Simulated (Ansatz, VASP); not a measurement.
## Two plane-wave programs on Pd

```
Pd
1.0
     0.00000    1.86710    1.78931
     1.86710    0.00000    1.78931
     1.86710    1.86710    0.00000
Pd
1
Direct
  0.00000 0.00000 0.00000
```

Change from the starting cell: strain -0.040 along x and y, -0.080 along z, atoms carried along.

Alike in both runs: task single point; functional LDA; k mesh 20 × 20 × 20; occupations gaussian, width 0.15 eV; no spin polarisation.

```csv
,VASP,Ansatz
version,VASP 6.6.1,Ansatz 0.2.0
potentials or method,"VASP PAW LDA potentials, release 64 (Pd)","scalar-relativistic, plane waves, PAW"
plane-wave cutoff (eV),520,420
valence electrons in the cell,10,18
```

Ansatz gave:

| Property | Result |
| --- | --- |
| gap on the k mesh at the Fermi level (eV) | none |
| pressure (GPa) | 40.2 |
| largest component of the traceless stress (GPa) | 2.62 |

Problem. Which values does VASP return?

Solution. gap on the k mesh at the Fermi level (eV): none; pressure (GPa): 40.6; largest component of the traceless stress (GPa): 2.59.

A gap of «none» marks a metal or a gap that the smearing closes. The two sets of potentials don't hold the same shells in valence.

Caveats: so large a pressure means that the cell lies far from this level's equilibrium, or that cutoff or potentials fall short (VASP).
